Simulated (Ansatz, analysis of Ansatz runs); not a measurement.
## Moving an added electron between Ti sites in TiO2 (Pbcn)

Aim: the energy barrier that a trapped electron meets when it moves from one Ti atom to another one nearby in TiO2 (Pbcn). The model is a cell of 96 host atoms.

Program: Ansatz 0.2.0. Level of theory: plane-wave PAW DFT, PBEsol+U; relaxation of all atoms of a supercell at fixed charge in a uniform background; PAW set soft_1. Results are calculated unless marked as measured.

**1. Set-up**

The cell holds 96 atoms: 32 Ti and 64 O. Cell: a = 9.077 Å, b = 10.990 Å, c = 9.758 Å, α = 90.0°, β = 90.0°, γ = 90.0°. It derives from TiO2 (space group Pbcn). Nearest the centre at fractional (0.500, 0.500, 0.750): O94 at 1.29 Å, O19 at 1.29 Å, Ti88 at 1.55 Å, Ti62 at 1.55 Å, O66 at 2.38 Å, O47 at 2.38 Å, O68 at 2.47 Å, O45 at 2.47 Å.

Hubbard terms: Ti d 4.5 eV. They were chosen, not fitted, to curb self-interaction in the shells named, the trial site's among them. The two sites are Ti62 and Ti88. The cell's shortest repeat is 9.1 Å.

**2. The cell without the carrier**

The neutral cell is relaxed first, from small random displacements, so that bond lengths and moments with the carrier can be set beside those of a relaxed cell without it.

File neutral.relax/input.yaml:

```yaml
crystal:
  lattice:
    - [9.07692266, 0.0, 0.0]
    - [0.0, 10.99029839, 0.0]
    - [0.0, 0.0, 9.75820543]
  atoms:
    - { symbol: Ti, position: [0.25, 0.337594, 0.375] }
    - { symbol: Ti, position: [0.0, 0.412406, 0.125] }
[... 2 atom lines left out ...]
    - { symbol: O, position: [0.364196, 0.309088, 0.040598] }
    - { symbol: O, position: [0.114196, 0.440912, 0.459402] }
    - { symbol: O, position: [0.385804, 0.440912, 0.290598] }
[... 5 atom lines left out ...]
    - { symbol: Ti, position: [0.25, 0.337594, 0.875] }
[... 1 atom line left out ...]
    - { symbol: Ti, position: [0.25, 0.162406, 0.625] }
[... 1 atom line left out ...]
    - { symbol: O, position: [0.364196, 0.309088, 0.540598] }
    - { symbol: O, position: [0.114196, 0.440912, 0.959402] }
    - { symbol: O, position: [0.385804, 0.440912, 0.790598] }
    - { symbol: O, position: [0.135804, 0.309088, 0.709402] }
    - { symbol: O, position: [0.364196, 0.190912, 0.790598] }
[... 7 atom lines left out ...]
    - { symbol: O, position: [0.364196, 0.809088, 0.040598] }
[... 5 atom lines left out ...]
    - { symbol: O, position: [0.385804, 0.559088, 0.040598] }
[... 1 atom line left out ...]
    - { symbol: Ti, position: [0.25, 0.837594, 0.875] }
[... 1 atom line left out ...]
    - { symbol: Ti, position: [0.25, 0.662406, 0.625] }
[... 1 atom line left out ...]
    - { symbol: O, position: [0.364196, 0.809088, 0.540598] }
[... 3 atom lines left out ...]
    - { symbol: O, position: [0.364196, 0.690912, 0.790598] }
    - { symbol: O, position: [0.114196, 0.559088, 0.709402] }
    - { symbol: O, position: [0.385804, 0.559088, 0.540598] }
    - { symbol: O, position: [0.135804, 0.690912, 0.959402] }
    - { symbol: Ti, position: [0.75, 0.337594, 0.375] }
    - { symbol: Ti, position: [0.5, 0.412406, 0.125] }
[... 3 atom lines left out ...]
    - { symbol: O, position: [0.614196, 0.440912, 0.459402] }
[... 5 atom lines left out ...]
    - { symbol: O, position: [0.635804, 0.190912, 0.459402] }
    - { symbol: Ti, position: [0.75, 0.337594, 0.875] }
    - { symbol: Ti, position: [0.5, 0.412406, 0.625] }
    - { symbol: Ti, position: [0.75, 0.162406, 0.625] }
[... 1 atom line left out ...]
    - { symbol: O, position: [0.864196, 0.309088, 0.540598] }
    - { symbol: O, position: [0.614196, 0.440912, 0.959402] }
    - { symbol: O, position: [0.885804, 0.440912, 0.790598] }
    - { symbol: O, position: [0.635804, 0.309088, 0.709402] }
[... 3 atom lines left out ...]
    - { symbol: O, position: [0.635804, 0.190912, 0.959402] }
[... 2 atom lines left out ...]
    - { symbol: Ti, position: [0.75, 0.662406, 0.125] }
    - { symbol: Ti, position: [0.5, 0.587594, 0.375] }
[... 5 atom lines left out ...]
    - { symbol: O, position: [0.614196, 0.559088, 0.209402] }
    - { symbol: O, position: [0.885804, 0.559088, 0.040598] }
    - { symbol: O, position: [0.635804, 0.690912, 0.459402] }
    - { symbol: Ti, position: [0.75, 0.837594, 0.875] }
[... 1 atom line left out ...]
    - { symbol: Ti, position: [0.75, 0.662406, 0.625] }
    - { symbol: Ti, position: [0.5, 0.587594, 0.875] }
[... 3 atom lines left out ...]
    - { symbol: O, position: [0.635804, 0.809088, 0.709402] }
    - { symbol: O, position: [0.864196, 0.690912, 0.790598] }
    - { symbol: O, position: [0.614196, 0.559088, 0.709402] }
    - { symbol: O, position: [0.885804, 0.559088, 0.540598] }
    - { symbol: O, position: [0.635804, 0.690912, 0.959402] }
basis:
  ecutwfc: 420
  xc_grid: 2
hamiltonian:
  xc: pbesol
  hubbard:
    sites: [{ species: Ti, l: d, u_eff: 4.5 }]
    projectors: ortho-atomic
  pseudopotentials: { kind: paw, azcp: { folder: soft_1 }, xc_functional: pbe }
kpoints:
  mp_grid: { grid: [1, 1, 1] }
scf:
  occupations: { method: fermi_dirac, width: 0.01 }
  max_iter: 120
  lower_state_search: "off"
output:
  forces: true
relax:
  f_tol: 0.02
  max_steps: 70
  random_displacement: { amplitude: 0.04, seed: 6347 }
checkpoint:
  write: "../neutral.relax.run"
  compress: false
  write_wavefunctions: true
  write_every: 100000
```

Run with:

```bash
$ ansatz run input.yaml --threads 32 --pin off --max-ram 84787MiB --backend cuda --events-out ev --progress --plain --runs-dir out --max-vram 78GiB
```

Numbers of over 12 decimals in the logs are rounded to 6 here.

Log:

```text
[... repeated set-up lines and file paths are left out, and long positions are rounded to six places ...]
Engine: ansatz 0.2.0, aarch64-unknown-linux-gnu
Pseudopotentials: kind: paw
Pseudopotential: Ti, paw, valence charge 12, recommended cutoff 420 eV (normal), soft_1/Ti.paw.azcp
Pseudopotential: O, paw, valence charge 6, recommended cutoff 420 eV (normal), soft_1/O.paw.azcp
Functional definition: PBEsol
  exchange = pbesol_x
  correlation = pbesol_c
[...]
Crystal: 96 atoms, lattice volume = 973.460 Å³
Basis set: ecut = 420 eV, 19055 PW (Γ), exchange–correlation on 128×150×144 points (8 copies of the dense FFT grid, shifted against one another)
Bands: 480, of which v1, the nominal top of the filled ones, is band 384 counted from 1 (383 counted from 0)
Symmetry: 1 space group operations
k-points: 1
Non-local potential: Ti, projectors of the file, l = 0: 3, l = 1: 2, l = 2: 3, l = 3: 1
Non-local potential: O, projectors of the file, l = 0: 2, l = 1: 2, l = 2: 1
PAW form: soft (Blöchl's): semilocal exchange-correlation on the pseudo side does not see the compensation charge
PAW frozen core: Ti, regenerated for the run's functional, and the local potential with it (the file was generated under x = pbe(κ = 0.804, μ = 0.219515), c = pbe(β = 0.066725))
PAW frozen core: O, regenerated for the run's functional, and the local potential with it (the file was generated under x = pbe(κ = 0.804, μ = 0.219515), c = pbe(β = 0.066725))
PAW one-centre angular grid: Ti, 590 points (default); XC on 64 Gauss nodes
PAW one-centre angular grid: O, 110 points (default); XC on 64 Gauss nodes
[...]
NSCF: frozen V_eff on 1 k-points
[...]
SCF converged after 7 iterations
Free energy (F): -115074.672975 eV
Harris-Foulkes:  -115074.672975 eV  (|F-HF|=1.85e-9)
Internal energy: -115074.672975 eV  (E = F + TS)
E sigma→0 (E₀):  -115074.672975 eV
Fermi energy:    10.910689 eV
--- Per-component energies (eV) ---
  E_band       = -6029.518902
  E_kinetic    = 19684.788879
  E_local      = -49108.808828  (includes V_loc(G=0)·N_el)
  E_nonlocal   = 5191.684571
  E_hartree    = 18391.642370
  E_xc         = -8249.694323
  E_vxc        = -10494.833327  (∫ρ·V_xc dr)
  E_hubbard    = 114.788931  (on-site DFT+U / exact-exchange correction)
  E_vhub       = 80.225008  (the Hubbard potential's part of the band-sum identity)
  E_paw        = -42497.662615  (= ΣΔE_a)
  E_vpaw       = -8165.911038  (= ΣTr[D̂ρ^β])
  E_aug_tail   = 0.047596  (compensation charges beyond the density's cutoff)
  E_ewald      = -58608.178285
  E_core_change = 6.718731  (= ΣΔE_core)
  E_smearing   = -0.000000  (= −TS)
  E_closure    = 0.000000  (closes the sum)
  Σ components = -115074.672975   (vs F -115074.672975, Δ=0.00e0)
--- Forces (eV/Å), atoms counted from 1 ---
  atom   1  Ti     0.00028627    -0.00234006     0.00316725
  atom   2  Ti    -0.00078681    -0.00138089    -0.00044605
  [... 4 atoms left out ...]
  [... 90 more lines of this table ...]
  max |Σ_I F_I| component: 2.97e-5 eV/Å
--- Band table (eV) ---
  k-point 0: bands = ["-47.9629", "-47.9529", "-47.9528", "-47.9505", "-47.9505", "-47.9477", "-47.9477", "-47.9429", "-47.9428", [... rest cut ...]
Occupation matrices written to <dir>
--- Relaxed structure (4 steps of the walk, 4 accepted, 0 SCFs on fresh bases) ---
  F+E_penalty+E_count = -115074.67297480 eV   max|allowed force component| = 4.374e-3 eV/Å
  atoms:
    - { symbol: Ti, position: [0.249779, 0.335394, 0.374836] }
    - { symbol: Ti, position: [-0.000223, 0.414063, 0.124871] }
    [... 4 atoms left out ...]
  [... 90 more lines of this table ...]
```

Run time: 4.4 s. Hardware: 1 × NVIDIA GB200 with 32 threads of Arm Neoverse V2, shared host; peak memory 1.3 GiB.

The largest displacement from an ideal site is 0.022 Å.

**3. The electron on the first site**

The nearest neighbour or neighbours of the site start displaced and the site's starting moment is changed by the carrier's spin, since a carrier doesn't trap itself in the undistorted lattice.

File A.relax/input.yaml:

```yaml
crystal:
  lattice:
    - [9.07692266, 0.0, 0.0]
    - [0.0, 10.99029839, 0.0]
    - [0.0, 0.0, 9.75820543]
  atoms:
    - { symbol: Ti, position: [0.249779, 0.335394, 0.374836] }
    - { symbol: Ti, position: [-0.000223, 0.414063, 0.124871] }
[... 2 atom lines left out ...]
    - { symbol: O, position: [0.3638, 0.307033, 0.040434] }
    - { symbol: O, position: [0.113768, 0.442395, 0.459282] }
    - { symbol: O, position: [0.38579, 0.442404, 0.290449] }
[... 5 atom lines left out ...]
    - { symbol: Ti, position: [0.249797, 0.335374, 0.874848] }
[... 1 atom line left out ...]
    - { symbol: Ti, position: [0.249799, 0.164055, 0.624834] }
[... 1 atom line left out ...]
    - { symbol: O, position: [0.356504, 0.301487, 0.535934] }
    - { symbol: O, position: [0.113784, 0.442382, 0.959296] }
    - { symbol: O, position: [0.379968, 0.443757, 0.798971] }
    - { symbol: O, position: [0.135786, 0.307014, 0.709273] }
    - { symbol: O, position: [0.363809, 0.192398, 0.790418] }
[... 5 atom lines left out ...]
    - { symbol: Ti, position: [0.249803, 0.66403, 0.124836] }
[... 1 atom line left out ...]
    - { symbol: O, position: [0.363755, 0.807053, 0.040454] }
[... 5 atom lines left out ...]
    - { symbol: O, position: [0.385823, 0.557043, 0.040449] }
[... 1 atom line left out ...]
    - { symbol: Ti, position: [0.249768, 0.835387, 0.874867] }
[... 1 atom line left out ...]
    - { symbol: Ti, position: [0.249799, 0.664069, 0.624879] }
[... 1 atom line left out ...]
    - { symbol: O, position: [0.363765, 0.807047, 0.540457] }
[... 3 atom lines left out ...]
    - { symbol: O, position: [0.363791, 0.692408, 0.790457] }
    - { symbol: O, position: [0.113816, 0.557014, 0.709318] }
    - { symbol: O, position: [0.380284, 0.564023, 0.536368] }
    - { symbol: O, position: [0.135818, 0.692391, 0.959261] }
    - { symbol: Ti, position: [0.749814, 0.335364, 0.374891] }
    - { symbol: Ti, position: [0.499826, 0.414048, 0.124865] }
[... 3 atom lines left out ...]
    - { symbol: O, position: [0.619652, 0.443754, 0.450792] }
[... 5 atom lines left out ...]
    - { symbol: O, position: [0.635796, 0.192385, 0.459267] }
    - { symbol: Ti, position: [0.749804, 0.335356, 0.874873] }
    - { symbol: Ti, position: [0.499788, 0.414045, 0.624851], spin: 1.0 }
    - { symbol: Ti, position: [0.74979, 0.164048, 0.624854] }
[... 1 atom line left out ...]
    - { symbol: O, position: [0.863792, 0.307034, 0.54046] }
    - { symbol: O, position: [0.613795, 0.442397, 0.95928] }
    - { symbol: O, position: [0.885784, 0.442408, 0.790474] }
    - { symbol: O, position: [0.643086, 0.301489, 0.713771] }
[... 3 atom lines left out ...]
    - { symbol: O, position: [0.635785, 0.1924, 0.959281] }
[... 2 atom lines left out ...]
    - { symbol: Ti, position: [0.749774, 0.66407, 0.124874] }
    - { symbol: Ti, position: [0.499782, 0.585362, 0.374872] }
[... 5 atom lines left out ...]
    - { symbol: O, position: [0.613789, 0.557015, 0.209276] }
    - { symbol: O, position: [0.8858, 0.557024, 0.040489] }
    - { symbol: O, position: [0.635766, 0.692394, 0.459278] }
    - { symbol: Ti, position: [0.749787, 0.835377, 0.874857] }
[... 1 atom line left out ...]
    - { symbol: Ti, position: [0.74981, 0.664067, 0.624863] }
    - { symbol: Ti, position: [0.499806, 0.585373, 0.874847] }
[... 3 atom lines left out ...]
    - { symbol: O, position: [0.635792, 0.807033, 0.709285] }
    - { symbol: O, position: [0.863799, 0.692393, 0.790462] }
    - { symbol: O, position: [0.619276, 0.564055, 0.713362] }
    - { symbol: O, position: [0.885817, 0.557049, 0.540476] }
    - { symbol: O, position: [0.635814, 0.692403, 0.959252] }
total_charge: -1
basis:
  ecutwfc: 420
  xc_grid: 2
hamiltonian:
  xc: pbesol
  hubbard:
    sites: [{ species: Ti, l: d, u_eff: 4.5 }]
    projectors: ortho-atomic
  pseudopotentials: { kind: paw, azcp: { folder: soft_1 }, xc_functional: pbe }
kpoints:
  mp_grid: { grid: [1, 1, 1] }
magnetization:
  spin_polarized: true
  initial_magnetization: 1
  spin_locking: { lock_magnetization: hard }
scf:
  occupations: { method: fermi_dirac, width: 0.01 }
  max_iter: 120
  lower_state_search: "off"
output:
  forces: true
relax:
  f_tol: 0.015
  max_steps: 70
  escape_saddle: false
checkpoint:
  write: "../A.relax.run"
  compress: false
  write_wavefunctions: true
  write_every: 100000
```

Log:

```text
[...]
Crystal: 96 atoms, lattice volume = 973.460 Å³
Basis set: ecut = 420 eV, 19055 PW (Γ), exchange–correlation on 128×150×144 points (8 copies of the dense FFT grid, shifted against one another)
Bands: 481, of which v1, the nominal top of the filled ones, is band 385 counted from 1 (384 counted from 0)
Symmetry: 1 space group operations
[...]
k-points: 1
[...]
Starting moments: Σ|m| = 1 μB on 1 of 96 sites
[...]
SCF iter   1: F=—  HF=-115070.027093 eV  |Δ(HF+E_count)|=         —  Δρ=4.52e-2 (↑4.51e-2 ↓4.52e-2)  dr2=8.19e1  dr2_m=1.20e-1  M=1.000 μB ∫|m|=1.237 μB  Hψ=3035
[...]
spin=Collinear: Resta preconditioning applied to the charge; magnetization (m = ρ↑ − ρ↓) channel mixes plain (no charge-response kernel on spin).
SCF iter   2: F=—  HF=-115060.696906 eV  |Δ(HF+E_count)|=    9.33e0  Δρ=2.27e-2 (↑2.27e-2 ↓2.21e-2)  dr2=1.56e1  dr2_m=1.19e-1  M=1.000 μB ∫|m|=1.264 μB  Hψ=1635
[...]
SCF iter  33: F=-115062.662114 eV  HF=-115062.662114 eV  |Δ(HF+E_count)|=   5.52e-5  Δρ=5.05e-6 (↑5.05e-6 ↓3.56e-6)  dr2=4.63e-7  dr2_m=2.85e-8  M=1.000 μB ∫|m|=1.156 μB  Hψ=3352
SCF 1 converged in 33 iterations: F = -115062.662114 eV  dr2 = 4.63e-7
[...]
relax step   1: F+E_penalty+E_count = -115062.66211351 eV  Δ(F+E_penalty+E_count) = +0.000e0 eV  max|allowed force component| = 7.842e-1 eV/Å  Δτ_max = 0.0000 Å  (33 SCF iters, dr2 threshold 5.63e-6 eV, accepted)
[...]
relax step   2: F+E_penalty+E_count = -115062.81190845 eV  Δ(F+E_penalty+E_count) = -1.498e-1 eV  max|allowed force component| = 3.681e-1 eV/Å  Δτ_max = 0.0361 Å  (14 SCF iters, dr2 threshold 3.84e-5 eV, accepted)
relax step   3: F+E_penalty+E_count = -115062.83774531 eV  Δ(F+E_penalty+E_count) = -2.584e-2 eV  max|allowed force component| = 1.759e-1 eV/Å  Δτ_max = 0.0190 Å  (24 SCF iters, dr2 threshold 8.47e-6 eV, accepted)
relax step   4: F+E_penalty+E_count = -115062.84520336 eV  Δ(F+E_penalty+E_count) = -7.458e-3 eV  max|allowed force component| = 1.603e-1 eV/Å  Δτ_max = 0.0083 Å  (57 SCF iters, dr2 threshold 6.82e-6 eV, accepted)
relax step   5: F+E_penalty+E_count = -115062.84989039 eV  Δ(F+E_penalty+E_count) = -4.687e-3 eV  max|allowed force component| = 1.789e-1 eV/Å  Δτ_max = 0.0238 Å  (29 SCF iters, dr2 threshold 5.87e-6 eV, accepted)
relax step   6: F+E_penalty+E_count = -115062.85536296 eV  Δ(F+E_penalty+E_count) = -5.473e-3 eV  max|allowed force component| = 1.178e-1 eV/Å  Δτ_max = 0.0078 Å  (4 SCF iters, dr2 threshold 2.66e-5 eV, accepted)
relax step   7: F+E_penalty+E_count = -115062.70997066 eV  Δ(F+E_penalty+E_count) = +1.454e-1 eV  max|allowed force component| = 8.246e-1 eV/Å  Δτ_max = 0.1220 Å  (20 SCF iters, dr2 threshold 6.02e-6 eV, rejected (line search))
relax step   8: F+E_penalty+E_count = -115062.86160242 eV  Δ(F+E_penalty+E_count) = -6.239e-3 eV  max|allowed force component| = 3.801e-2 eV/Å  Δτ_max = 0.0192 Å  (30 SCF iters, accepted)
relax step   9: F+E_penalty+E_count = -115062.86199242 eV  Δ(F+E_penalty+E_count) = -3.900e-4 eV  max|allowed force component| = 1.556e-2 eV/Å  Δτ_max = 0.0055 Å  (18 SCF iters, accepted)
[...]
SCF iter   3: F=—  HF=-115062.862078 eV  |Δ(HF+E_count)|=   2.89e-6  Δρ=1.06e-5 (↑1.06e-5 ↓9.48e-6)  dr2=2.43e-6  dr2_m=6.68e-8  M=1.000 μB ∫|m|=1.171 μB  Hψ=1520
[...]
SCF iter   5: F=—  HF=-115062.862078 eV  |Δ(HF+E_count)|=   4.12e-7  Δρ=4.06e-6 (↑4.06e-6 ↓1.52e-6)  dr2=1.25e-7  dr2_m=3.28e-8  M=1.000 μB ∫|m|=1.171 μB  Hψ=2878
[...]
SCF iter  11: F=-115062.862084 eV  HF=-115062.862084 eV  |Δ(HF+E_count)|=   2.38e-8  Δρ=1.03e-6 (↑1.03e-6 ↓5.70e-7)  dr2=1.60e-8  dr2_m=1.70e-9  M=1.000 μB ∫|m|=1.171 μB  Hψ=3077
SCF 10 converged in 11 iterations: F = -115062.862084 eV  dr2 = 1.60e-8
relax step  10: F+E_penalty+E_count = -115062.86208404 eV  Δ(F+E_penalty+E_count) = -9.162e-5 eV  max|allowed force component| = 6.825e-3 eV/Å  Δτ_max = 0.0012 Å  (11 SCF iters, accepted)
[...]
NSCF: frozen V_eff on 1 k-points
[...]
SCF converged after 11 iterations
Stability checked in part: among states of this total moment the steps that led to this state did not find it unstable. No probe was made; neither looks for a lower state of another moment (fixed_total_moment; see scf.lower_state_search)
Magnetization: 1.0000 μB (385.0000 up, 384.0000 down)
Absolute magnetization: 1.1644 μB (∫|ρ↑−ρ↓|, with the PAW one-centre terms)
[...]
Per-site moments (μB) at R_I (Å): [(0.00026274, 0.782115), (0.000724302, 0.776335), (0.000119617, 0.780090), [... 6 left out ...]
Free energy (F): -115062.862084 eV
[...]
Internal energy: -115062.862084 eV  (E = F + TS)
E sigma→0 (E₀):  -115062.862084 eV
Fermi energy:    11.641594 (↑ 11.645005, ↓ 10.919651) eV
[...]
--- Forces (eV/Å), atoms counted from 1 ---
  atom   1  Ti     0.00462763    -0.00166952     0.00396284
  atom   2  Ti    -0.00375518     0.00181124    -0.00260911
  [... 4 atoms left out ...]
  [... 90 more lines of this table ...]
  max |Σ_I F_I| component: 1.09e-5 eV/Å
--- Band table (eV) ---
[...]
Occupation matrices written to <dir>
--- Relaxed structure (10 steps of the walk, 9 accepted, 0 SCFs on fresh bases) ---
  F+E_penalty+E_count = -115062.86208404 eV   max|allowed force component| = 6.825e-3 eV/Å
  atoms:
    - { symbol: Ti, position: [0.249970, 0.335150, 0.375497] }
    - { symbol: Ti, position: [-0.000668, 0.412862, 0.124571] }
    [... 4 atoms left out ...]
  [... 90 more lines of this table ...]
```

Run time: 23 s. Hardware: 1 × NVIDIA GB200 with 32 threads; peak memory 1.6 GiB.

Step by step:

| step | energy less that of the first step (eV) | largest force component (eV/Å) |
| --- | --- | --- |
| 1 | 0.0000 | 0.7842 |
| 2 | -0.1498 | 0.3681 |
| 3 | -0.1756 | 0.1759 |
| 4 | -0.1831 | 0.1603 |
| 5 | -0.1878 | 0.1789 |
| 6 | -0.1932 | 0.1178 |
| 7 | -0.0479 | 0.8246 |
| 8 | -0.1995 | 0.0380 |
| 9 | -0.1999 | 0.0156 |
| 10 | -0.2000 | 0.0068 |

Relaxation step 7 was tried and not accepted.

The atoms that moved most (Å):

| atom | dx | dy | dz | length |
| --- | --- | --- | --- | --- |
| O94 | -0.043 | -0.059 | -0.030 | 0.079 |
| Ti62 | -0.017 | 0.036 | -0.025 | 0.047 |
| O17 | 0.022 | 0.023 | 0.021 | 0.038 |
| Ti63 | -0.011 | 0.023 | 0.027 | 0.037 |
| O47 | 0.023 | -0.027 | 0.001 | 0.035 |
| O54 | 0.005 | 0.029 | 0.009 | 0.031 |
| O69 | 0.024 | -0.013 | 0.013 | 0.030 |
| O82 | -0.006 | 0.014 | -0.024 | 0.028 |

The moves above count from the input, in which the site's nearest neighbours were already displaced; the distances below compare with the cell without the carrier.

Distances from Ti62 without and with the electron:

| atom | without (Å) | with (Å) |
| --- | --- | --- |
| O17 | 1.89 | 1.96 |
| O68 | 1.89 | 2.02 |
| O54 | 1.94 | 2.03 |
| O19 | 1.94 | 2.04 |
| O47 | 2.05 | 2.08 |
| O94 | 2.05 | 2.07 |

The largest changes of the moments are 0.66 μB on Ti62, 0.02 μB on Ti13 and 0.01 μB on Ti61. The largest part sits on the chosen site.

(Continued in part 2 of 2.)

[Logs are printed without paths, hosts, clocks, repeated set-up lines and the standing remarks that a program may print on its own settings, such as how far it seeks lower states.]

[Hosts, paths, dates, database ids (printed as entryN), source tags and the programs' standing remarks are cut or masked in the printed files.]
